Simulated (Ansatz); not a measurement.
## H-terminated Sn(111) slab, 1 bilayer: phonons and vibrational spectra

Aim: the vibrations of H-terminated Sn(111) slab, 1 bilayer, their spectra, and whether the structure is stable.

Method: DFT LDA, scalar-relativistic, plane waves, PAW; PAW set soft_1, in Ansatz 0.2.0.

This is a report of a sequence of runs, with most program output left out.

## 1. The structure

The cell holds 4 atoms: 2 H and 2 Sn. Cell: a = 4.589 Å, b = 4.589 Å, c = 17.397 Å, α = 90.0°, β = 90.0°, γ = 120.0°. Vacuum lies along c.

## 2. Bringing the structure to rest

Harmonic phonons are second derivatives at a point where the forces vanish, and they are wanted at zero stress, so atoms and cell are relaxed first.

The program solves this slab on a cell height of its own, 32.6 Å, in place of the one typed.

input.yaml

```yaml
crystal:
  lattice:
    - [4.58912, 0.0, 0.0]
    - [-2.29456, 3.9743, 0.0]
    - [0.0, 0.0, 17.39675]
  atoms:
    - { symbol: H, position: [0.0, 0.0, 0.373633] }
    - { symbol: H, position: [0.333333, 0.666667, 0.626367] }
    - { symbol: Sn, position: [0.0, 0.0, 0.473077] }
    - { symbol: Sn, position: [0.333333, 0.666667, 0.526923] }
  periodic: [true, true, false]
kpoints:
  mp_grid: { grid: [6, 6, 1] }
hamiltonian:
  xc: lda
  pseudopotentials: { kind: paw, azcp: { folder: soft_1 }, xc_functional: pbe }
scf:
  occupations: { method: gaussian, width: 0.02 }
output:
  forces: true
  stress: true
  eigenvalues: true
  write_density: true
  write_potential: true
  elf: true
  volumetric_format: npy
relax:
  adjacent_minimum: "off"
  f_tol: 0.005
  max_steps: 80
  cell: { stress_2d_tol: 0.02 }
```

Command:

```
> ansatz run input.yaml --threads 4 --pin off --max-ram 16384MiB --backend cpu --events-out ev --progress --plain --runs-dir out
```

Elapsed: 12 s, on 4 threads of Arm Neoverse V2, shared host; peak memory 0.71 GiB.

The steps of the relaxation:

| step | energy less that of the first step (eV) | largest force component (eV/Å) | volume (Å³) |
| --- | --- | --- | --- |
| 1 | 0.0000 | 0.4024 | 594.46 |
| 2 | 0.1147 | 1.0148 | 592.90 |
| 3 | -0.0342 | 0.0528 | 594.59 |
| 4 | -0.0347 | 0.0058 | 593.60 |
| 5 | -0.0348 | 0.0033 | 592.74 |
| 6 | -0.0348 | 0.0024 | 592.11 |
| 7* | -0.0348 | 0.0024 | 592.11 |

Relaxation steps marked * repeat the geometry before them on a plane-wave basis chosen anew for their cell, so energy and pressure can jump there. Relaxation step 2 was tried and not accepted.

Forces are held to the 12 operations that the run works with; a distortion that breaks them can't arise in this run.

| cell as run | before | after | change |
| --- | --- | --- | --- |
| a (Å) | 4.589 | 4.580 | -0.2 % |
| b (Å) | 4.589 | 4.580 | -0.2 % |

The atoms that moved most (Å, along periodic axes as changes of fractional coordinates times the final cell, across vacuum about the mean position):

| atom | dx | dy | dz | length |
| --- | --- | --- | --- | --- |
| H2 | 0.000 | 0.000 | -0.067 | 0.067 |
| H1 | 0.000 | 0.000 | 0.067 | 0.067 |
| Sn3 | 0.000 | 0.000 | 0.058 | 0.058 |
| Sn4 | 0.000 | 0.000 | -0.058 | 0.058 |

Numbers from this step:

```yaml
gap_on_the_k_mesh: 0.6331 eV
direct_gap_on_mesh: 0.6331 eV
area_per_atom: 4.542 Å²
```

Valence density in the ac plane at fractional y = 0.667, with atoms of H and Sn within 0.2 Å of it. It is the smooth field of the valence electrons, not physical close to the nuclei.

Values in units of 1e0 e/Å³, 24 rows by 14 columns, each cell a mean:
```
0.0 0.0 0.0 0.0 0.0 0.0 0.0 0.0 0.0 0.0 0.0 0.0 0.0 0.0
0.0 0.0 0.0 0.0 0.0 0.0 0.0 0.0 0.0 0.0 0.0 0.0 0.0 0.0
0.0 0.0 0.0 0.0 0.0 0.0 0.0 0.0 0.0 0.0 0.0 0.0 0.0 0.0
0.0 0.0 0.0 0.0 0.0 0.0 0.0 0.0 0.0 0.0 0.0 0.0 0.0 0.0
0.0 0.0 0.0 0.0 0.0 0.0 0.0 0.0 0.0 0.0 0.0 0.0 0.0 0.0
0.0 0.0 0.0 0.0 0.0 0.0 0.0 0.0 0.0 0.0 0.0 0.0 0.0 0.0
0.0 0.0 0.0 0.0 0.0 0.0 0.0 0.0 0.0 0.0 0.0 0.0 0.0 0.0
0.0 0.0 0.0 0.0 0.0 0.0 0.0 0.0 0.0 0.0 0.0 0.0 0.0 0.0
0.0 0.0 0.0 0.0 0.0 0.0 0.0 0.0 0.0 0.0 0.0 0.0 0.0 0.0
0.0 0.0 0.0 0.0 0.0 0.0 0.0 0.0 0.0 0.0 0.0 0.0 0.0 0.0
0.0 0.0 0.0 0.0 0.0 0.0 0.0 0.0 0.0 0.0 0.0 0.0 0.0 0.0
0.0 0.0 0.0 0.0 0.0 0.0 0.0 0.0 0.0 0.0 0.0 0.0 0.0 0.0
0.0 0.0 0.0 0.0 0.0 0.0 0.0 0.0 0.0 0.0 0.0 0.0 0.0 0.0
0.0 0.0 0.0 0.0 0.0 0.0 0.0 0.0 0.0 0.0 0.0 0.0 0.0 0.0
0.0 0.0 0.0 0.0 0.0 0.0 0.0 0.0 0.0 0.0 0.0 0.0 0.0 0.0
0.0 0.0 0.1 0.2 0.4 0.4 0.2 0.1 0.0 0.0 0.0 0.0 0.0 0.0
0.1 0.1 0.4 1.2 2.1 2.1 1.0 0.4 0.1 0.1 0.0 0.0 0.0 0.0
0.2 0.3 0.8 3.3 6.0 6.0 2.9 0.9 0.3 0.2 0.2 0.1 0.1 0.2
0.1 0.1 0.1 0.1 0.1 0.1 0.1 0.1 0.1 0.1 0.1 0.1 0.1 0.1
0.0 0.0 0.0 0.0 0.0 0.0 0.0 0.0 0.0 0.0 0.0 0.0 0.0 0.0
0.0 0.0 0.0 0.0 0.0 0.0 0.0 0.0 0.0 0.0 0.0 0.0 0.0 0.0
0.0 0.0 0.0 0.0 0.0 0.0 0.0 0.0 0.0 0.0 0.0 0.0 0.0 0.0
0.0 0.0 0.0 0.0 0.0 0.0 0.0 0.0 0.0 0.0 0.0 0.0 0.0 0.0
0.0 0.0 0.0 0.0 0.0 0.0 0.0 0.0 0.0 0.0 0.0 0.0 0.0 0.0
```
Columns run along a (4.6 Å), rows up along c (32.6 Å). Atoms in or near the plane, at fractional coordinates: H at (0.33, 0.33), Sn at (0.33, 0.28).

Electrostatic potential energy in the ac plane at fractional y = 0.667, with atoms of H and Sn within 0.2 Å of it. With pseudopotentials it is smooth inside the atoms' cores, unlike the true potential.

Values in units of 1e0 eV, 24 rows by 14 columns, each cell a mean:
```
 0.0  0.0  0.0  0.0  0.0  0.0  0.0  0.0  0.0  0.0  0.0  0.0  0.0  0.0
 0.0  0.0  0.0  0.0  0.0  0.0  0.0  0.0  0.0  0.0  0.0  0.0  0.0  0.0
 0.0  0.0  0.0  0.0  0.0  0.0  0.0  0.0  0.0  0.0  0.0  0.0  0.0  0.0
 0.0  0.0  0.0  0.0  0.0  0.0  0.0  0.0  0.0  0.0  0.0  0.0  0.0  0.0
 0.0  0.0  0.0  0.0  0.0  0.0  0.0  0.0  0.0  0.0  0.0  0.0  0.0  0.0
 0.0  0.0  0.0  0.0  0.0  0.0  0.0  0.0  0.0  0.0  0.0  0.0  0.0  0.0
 0.0  0.0  0.0  0.0  0.0  0.0  0.0  0.0  0.0  0.0  0.0  0.0  0.0  0.0
 0.0  0.0  0.0  0.0  0.0  0.0  0.0  0.0  0.0  0.0  0.0  0.0  0.0  0.0
 0.0  0.0  0.0  0.0  0.0  0.0  0.0  0.0  0.0  0.0  0.0  0.0  0.0  0.0
 0.0  0.0  0.0  0.0  0.0  0.0  0.0  0.0  0.0  0.0  0.0  0.0  0.0  0.0
 0.0  0.0  0.0  0.0  0.0  0.0  0.0  0.0  0.0  0.0  0.0  0.0  0.0  0.0
 0.0  0.0  0.0  0.0  0.0  0.0  0.0  0.0  0.0  0.0  0.0  0.0  0.0  0.0
 0.0  0.0  0.0  0.0  0.0  0.0  0.0  0.0  0.0  0.0  0.0  0.0  0.0  0.0
 0.0  0.0  0.0  0.0  0.0  0.0  0.0  0.0  0.0  0.0  0.0  0.0  0.0  0.0
 0.0  0.0  0.0  0.0  0.0  0.0  0.0  0.0  0.0  0.0  0.0  0.0  0.0  0.0
-0.2 -0.3 -1.0 -3.4 -5.2 -5.2 -3.2 -1.0 -0.3 -0.2 -0.1 -0.1 -0.1 -0.1
-2.2 -4.4 -6.8 -9.1 -9.8 -9.8 -8.9 -6.7 -4.2 -2.1 -1.3 -1.1 -1.1 -1.3
-4.8 -8.0 -9.9 -9.2 -5.5 -5.7 -9.9 -9.8 -7.6 -4.6 -4.2 -4.8 -4.8 -4.3
-2.0 -1.8 -2.1 -2.8 -3.3 -3.3 -2.7 -2.0 -1.7 -2.0 -2.5 -3.1 -3.1 -2.6
-0.2 -0.2 -0.2 -0.2 -0.2 -0.2 -0.2 -0.2 -0.2 -0.2 -0.2 -0.2 -0.2 -0.2
 0.0  0.0  0.0  0.0  0.0  0.0  0.0  0.0  0.0  0.0  0.0  0.0  0.0  0.0
 0.0  0.0  0.0  0.0  0.0  0.0  0.0  0.0  0.0  0.0  0.0  0.0  0.0  0.0
 0.0  0.0  0.0  0.0  0.0  0.0  0.0  0.0  0.0  0.0  0.0  0.0  0.0  0.0
 0.0  0.0  0.0  0.0  0.0  0.0  0.0  0.0  0.0  0.0  0.0  0.0  0.0  0.0
```
Columns run along a (4.6 Å; values clipped at the 3rd and 97th percentile), rows up along c (32.6 Å). Atoms in or near the plane, at fractional coordinates: H at (0.33, 0.33), Sn at (0.33, 0.28).

ELF in the ac plane at fractional y = 0.667, with atoms of H and Sn within 0.2 Å of it. It is the smooth field of the valence electrons, not physical close to the nuclei.

Ten even steps from '0' (0.00 × 1e-1) to '9' (9.98 × 1e-1), each cell a mean:
```
00000000000000
00000000000000
00000000000000
00000000000000
00000000000000
00000000000000
00000000000000
00000000000000
00000000000000
00000000000000
00000000000000
00000000000000
00000000000000
00000000000000
02467764200000
27999999720000
24555555321111
54311113454334
22222222222332
10000000013553
00000000000110
00000000000000
00000000000000
00000000000000
```
Columns run along a (4.6 Å), rows up along c (32.6 Å). Atoms in or near the plane, at fractional coordinates: H at (0.33, 0.33), Sn at (0.33, 0.28).

## 3. Tight relaxation

Phonons need a cell at rest on their own settings, so the relaxation is repeated with tight tolerances on forces and stress on the k mesh and occupations of the first response run.

input.yaml, the sections that differ from step 2:

```yaml
crystal:
  lattice:
    - [4.5800359288, 0.0, 0.0]
    - [-2.2900179644, 3.9664274646, 0.0]
    - [0.0, 0.0, 32.593500429]
  atoms:
    - { symbol: H, position: [0.0, 0.0, 0.2014920523] }
    - { symbol: H, position: [0.3333333333, 0.6666666667, 0.3322570011] }
    - { symbol: Sn, position: [0.0, 0.0, 0.2542753976] }
    - { symbol: Sn, position: [0.3333333333, 0.6666666667, 0.2794736558] }
  periodic: [true, true, false]
scf:
  occupations: { method: fixed }
relax:
  adjacent_minimum: "off"
  f_tol: 0.001
  max_steps: 60
  cell: { stress_2d_tol: 0.002 }
# kpoints, hamiltonian, output: as in step 2
```

Run time: 7 s. Hardware: 4 threads; peak memory 0.71 GiB; 25 s of CPU time.

Little changed from the start: no atom moved by 0.005 Å and no cell edge by 0.1 %.

This step gave:

```yaml
gap_on_the_k_mesh: 0.6337 eV
direct_gap_on_mesh: 0.6337 eV
area_per_atom: 4.541 Å²
```

Electrostatic potential energy in the ac plane at fractional y = 0.667, with atoms of H and Sn within 0.2 Å of it. With pseudopotentials it is smooth inside the atoms' cores, unlike the true potential.

Values in units of 1e0 eV, 24 rows by 14 columns, each cell a mean:
```
 0.0  0.0  0.0  0.0  0.0  0.0  0.0  0.0  0.0  0.0  0.0  0.0  0.0  0.0
 0.0  0.0  0.0  0.0  0.0  0.0  0.0  0.0  0.0  0.0  0.0  0.0  0.0  0.0
 0.0  0.0  0.0  0.0  0.0  0.0  0.0  0.0  0.0  0.0  0.0  0.0  0.0  0.0
 0.0  0.0  0.0  0.0  0.0  0.0  0.0  0.0  0.0  0.0  0.0  0.0  0.0  0.0
 0.0  0.0  0.0  0.0  0.0  0.0  0.0  0.0  0.0  0.0  0.0  0.0  0.0  0.0
 0.0  0.0  0.0  0.0  0.0  0.0  0.0  0.0  0.0  0.0  0.0  0.0  0.0  0.0
 0.0  0.0  0.0  0.0  0.0  0.0  0.0  0.0  0.0  0.0  0.0  0.0  0.0  0.0
 0.0  0.0  0.0  0.0  0.0  0.0  0.0  0.0  0.0  0.0  0.0  0.0  0.0  0.0
 0.0  0.0  0.0  0.0  0.0  0.0  0.0  0.0  0.0  0.0  0.0  0.0  0.0  0.0
 0.0  0.0  0.0  0.0  0.0  0.0  0.0  0.0  0.0  0.0  0.0  0.0  0.0  0.0
 0.0  0.0  0.0  0.0  0.0  0.0  0.0  0.0  0.0  0.0  0.0  0.0  0.0  0.0
 0.0  0.0  0.0  0.0  0.0  0.0  0.0  0.0  0.0  0.0  0.0  0.0  0.0  0.0
 0.0  0.0  0.0  0.0  0.0  0.0  0.0  0.0  0.0  0.0  0.0  0.0  0.0  0.0
 0.0  0.0  0.0  0.0  0.0  0.0  0.0  0.0  0.0  0.0  0.0  0.0  0.0  0.0
 0.0  0.0  0.0  0.0  0.0  0.0  0.0  0.0  0.0  0.0  0.0  0.0  0.0  0.0
-0.2 -0.3 -1.0 -3.4 -5.2 -5.2 -3.2 -1.0 -0.3 -0.2 -0.1 -0.1 -0.1 -0.1
-2.2 -4.4 -6.8 -9.2 -9.8 -9.8 -9.0 -6.7 -4.2 -2.1 -1.3 -1.1 -1.1 -1.3
-4.9 -8.0 -9.9 -9.2 -5.5 -5.7 -9.9 -9.8 -7.6 -4.6 -4.2 -4.8 -4.8 -4.3
-2.0 -1.8 -2.1 -2.8 -3.3 -3.3 -2.7 -2.0 -1.7 -2.0 -2.5 -3.1 -3.1 -2.6
-0.2 -0.2 -0.2 -0.2 -0.2 -0.2 -0.2 -0.2 -0.2 -0.2 -0.2 -0.2 -0.2 -0.2
 0.0  0.0  0.0  0.0  0.0  0.0  0.0  0.0  0.0  0.0  0.0  0.0  0.0  0.0
 0.0  0.0  0.0  0.0  0.0  0.0  0.0  0.0  0.0  0.0  0.0  0.0  0.0  0.0
 0.0  0.0  0.0  0.0  0.0  0.0  0.0  0.0  0.0  0.0  0.0  0.0  0.0  0.0
 0.0  0.0  0.0  0.0  0.0  0.0  0.0  0.0  0.0  0.0  0.0  0.0  0.0  0.0
```
Columns run along a (4.6 Å; values clipped at the 3rd and 97th percentile), rows up along c (32.6 Å). Atoms in or near the plane, at fractional coordinates: H at (0.33, 0.33), Sn at (0.33, 0.28).

Valence density in the ac plane at fractional y = 0.667, with atoms of H and Sn within 0.2 Å of it. It is the smooth field of the valence electrons, not physical close to the nuclei.

Values in units of 1e0 e/Å³, 24 rows by 14 columns, each cell a mean:
```
0.0 0.0 0.0 0.0 0.0 0.0 0.0 0.0 0.0 0.0 0.0 0.0 0.0 0.0
0.0 0.0 0.0 0.0 0.0 0.0 0.0 0.0 0.0 0.0 0.0 0.0 0.0 0.0
0.0 0.0 0.0 0.0 0.0 0.0 0.0 0.0 0.0 0.0 0.0 0.0 0.0 0.0
0.0 0.0 0.0 0.0 0.0 0.0 0.0 0.0 0.0 0.0 0.0 0.0 0.0 0.0
0.0 0.0 0.0 0.0 0.0 0.0 0.0 0.0 0.0 0.0 0.0 0.0 0.0 0.0
0.0 0.0 0.0 0.0 0.0 0.0 0.0 0.0 0.0 0.0 0.0 0.0 0.0 0.0
0.0 0.0 0.0 0.0 0.0 0.0 0.0 0.0 0.0 0.0 0.0 0.0 0.0 0.0
0.0 0.0 0.0 0.0 0.0 0.0 0.0 0.0 0.0 0.0 0.0 0.0 0.0 0.0
0.0 0.0 0.0 0.0 0.0 0.0 0.0 0.0 0.0 0.0 0.0 0.0 0.0 0.0
0.0 0.0 0.0 0.0 0.0 0.0 0.0 0.0 0.0 0.0 0.0 0.0 0.0 0.0
0.0 0.0 0.0 0.0 0.0 0.0 0.0 0.0 0.0 0.0 0.0 0.0 0.0 0.0
0.0 0.0 0.0 0.0 0.0 0.0 0.0 0.0 0.0 0.0 0.0 0.0 0.0 0.0
0.0 0.0 0.0 0.0 0.0 0.0 0.0 0.0 0.0 0.0 0.0 0.0 0.0 0.0
0.0 0.0 0.0 0.0 0.0 0.0 0.0 0.0 0.0 0.0 0.0 0.0 0.0 0.0
0.0 0.0 0.0 0.0 0.0 0.0 0.0 0.0 0.0 0.0 0.0 0.0 0.0 0.0
0.0 0.0 0.1 0.2 0.4 0.4 0.2 0.1 0.0 0.0 0.0 0.0 0.0 0.0
0.1 0.1 0.4 1.2 2.1 2.1 1.0 0.4 0.1 0.1 0.0 0.0 0.0 0.0
0.2 0.3 0.8 3.3 6.0 6.0 2.9 0.9 0.3 0.2 0.2 0.1 0.1 0.2
0.1 0.1 0.1 0.1 0.1 0.1 0.1 0.1 0.1 0.1 0.1 0.1 0.1 0.1
0.0 0.0 0.0 0.0 0.0 0.0 0.0 0.0 0.0 0.0 0.0 0.0 0.0 0.0
0.0 0.0 0.0 0.0 0.0 0.0 0.0 0.0 0.0 0.0 0.0 0.0 0.0 0.0
0.0 0.0 0.0 0.0 0.0 0.0 0.0 0.0 0.0 0.0 0.0 0.0 0.0 0.0
0.0 0.0 0.0 0.0 0.0 0.0 0.0 0.0 0.0 0.0 0.0 0.0 0.0 0.0
0.0 0.0 0.0 0.0 0.0 0.0 0.0 0.0 0.0 0.0 0.0 0.0 0.0 0.0
```
Columns run along a (4.6 Å), rows up along c (32.6 Å). Atoms in or near the plane, at fractional coordinates: H at (0.33, 0.33), Sn at (0.33, 0.28).

ELF in the ac plane at fractional y = 0.667, with atoms of H and Sn within 0.2 Å of it. It is the smooth field of the valence electrons, not physical close to the nuclei.

Ten even steps from '_' (0.00 × 1e-1) to '@' (9.98 × 1e-1), each cell a mean:
```
____________________________
____________________________
____________________________
____________________________
____________________________
____________________________
____________________________
____________________________
____________________________
____________________________
____________________________
____________________________
____________________________
____________________________
__::==**####**==::__________
::##@@@@@@@@@@@@##::________
::==++++++++++++--::........
++==--........--==++==----==
::::::::::::::::::::::----::
..________________..--++++--
______________________....__
____________________________
____________________________
____________________________
```
Columns run along a (4.6 Å), rows up along c (32.6 Å). Atoms in or near the plane, at fractional coordinates: H at (0.33, 0.33), Sn at (0.33, 0.28).

The largest force component left is 0.40 meV/Å, within the tolerances set.

## 4. Modes at Γ

The zone centre comes first: it holds the modes that light can see, as far as symmetry allows. The response to a homogeneous field gives the Born charges and the dielectric tensor.

input.yaml, the sections that differ from step 3:

```yaml
crystal:
  lattice:
    - [4.5798410765, 0.0, 0.0]
    - [-2.2899205382, 3.9662587175, 0.0]
    - [0.0, 0.0, 32.593500429]
  atoms:
    - { symbol: H, position: [0.0, 0.0, 0.2014981378] }
    - { symbol: H, position: [0.3333333333, 0.6666666667, 0.3322509156] }
    - { symbol: Sn, position: [0.0, 0.0, 0.2542748529] }
    - { symbol: Sn, position: [0.3333333333, 0.6666666667, 0.2794742005] }
  periodic: [true, true, false]
output:
  eigenvalues: true
phonons:
  method: dfpt
  dielectric: true
# kpoints, hamiltonian, scf: as in step 3
# relax: removed
```

It took 68 s on 4 threads; peak memory 1.4 GiB.

Numbers from this step:

```
sum-rule residual before enforcement                    : 1.66e-4 eV/Å²
miss of the charge sum rule                             : 0.002761 e
estimated error of the dielectric tensor                : 0.01582
estimated error of the Born charges                     : 0.01569 e
point group                                             : -3m
highest optical mode at the zone centre (no LO-TO term) : 1856 cm⁻¹
lowest optical zone-centre mode                         : 142.5 cm⁻¹
largest Born charge (third of the trace)                : -0.4531 e
```

Without the LO-TO term. Patterns of degenerate modes are one choice out of their space. Modes at Γ, with each element's share of the kinetic energy:

| mode | frequency (cm⁻¹) | symmetry | H % | Sn % |
| --- | --- | --- | --- | --- |
| 1 | 0.0 | acoustic | 1 | 99 |
| 2 | 0.0 | acoustic | 1 | 99 |
| 3 | 0.0 | acoustic | 1 | 99 |
| 4 | 142.5 | A1g | 1 | 99 |
| 5 | 201.6 | Eg | 1 | 99 |
| 6 | 201.6 | Eg | 1 | 99 |
| 7 | 351.0 | Eu | 99 | 1 |
| 8 | 351.0 | Eu | 99 | 1 |
| 9 | 537.5 | Eg | 99 | 1 |
| 10 | 537.5 | Eg | 99 | 1 |
| 11 | 1833.2 | A1g | 99 | 1 |
| 12 | 1855.6 | A2u | 99 | 1 |

Displacements in mode 4 (142.5 cm⁻¹), the largest set to 1:
```
H1   0.00  0.00 -0.94
H2   0.00  0.00  0.94
Sn3  0.00  0.00 -1.00
Sn4  0.00  0.00  1.00
```

Displacements in mode 5 (201.6 cm⁻¹), the largest set to 1:
```
H1   0.00  0.94  0.00
H2   0.00 -0.94  0.00
Sn3  0.00  1.00  0.00
Sn4  0.00 -1.00  0.00
```

High-frequency dielectric tensor, averaged over the cell of height 32.6 Å or as lengthened by the program, vacuum included. Tensor:

|  | x | y | z |
| --- | --- | --- | --- |
| x | 3.291 | 0 | 0 |
| y | 0 | 3.291 | 0 |
| z | 0 | 0 | 1.125 |

Born charge (rows field, columns displacement) (e), principal values of the symmetric part by kind of site:

| atom | atoms with these values | low | middle | high | mean |
| --- | --- | --- | --- | --- | --- |
| H1 | 2 | -0.5964 | -0.5964 | -0.1666 | -0.4531 |
| Sn3 | 2 | 0.1666 | 0.5964 | 0.5964 | 0.4531 |

In full for Sn3:

```
0.5964 0.0000 0.0000
0.0000 0.5964 0.0000
0.0000 0.0000 0.1666
```

Transverse modes. Infrared lines, with heights relative to the strongest:

| position (cm⁻¹) | label | relative intensity |
| --- | --- | --- |
| 142 | A1g | 0.0 |
| 202 | Eg | 0.0 |
| 351 | Eu | 100 |
| 538 | Eg | 0.0 |
| 1833 | A1g | 0.0 |
| 1856 | A2u | 3.9 |

Before it was imposed, the acoustic sum rule was missed by 1.7e-4 eV/Å² and the charge sum rule by 0.0028 e. Small misses are needed for a sound result but don't prove that mesh and cutoff are converged. The lowest optical mode is real, 142 cm⁻¹.

[end of part 1 of 2]

[Logs are printed without paths, hosts, clocks, repeated set-up lines and the standing remarks that a program may print on its own settings, such as how far it seeks lower states.]

[Hosts, paths, dates, database ids (printed as entryN), source tags and the programs' standing remarks are cut or masked in the printed files.]
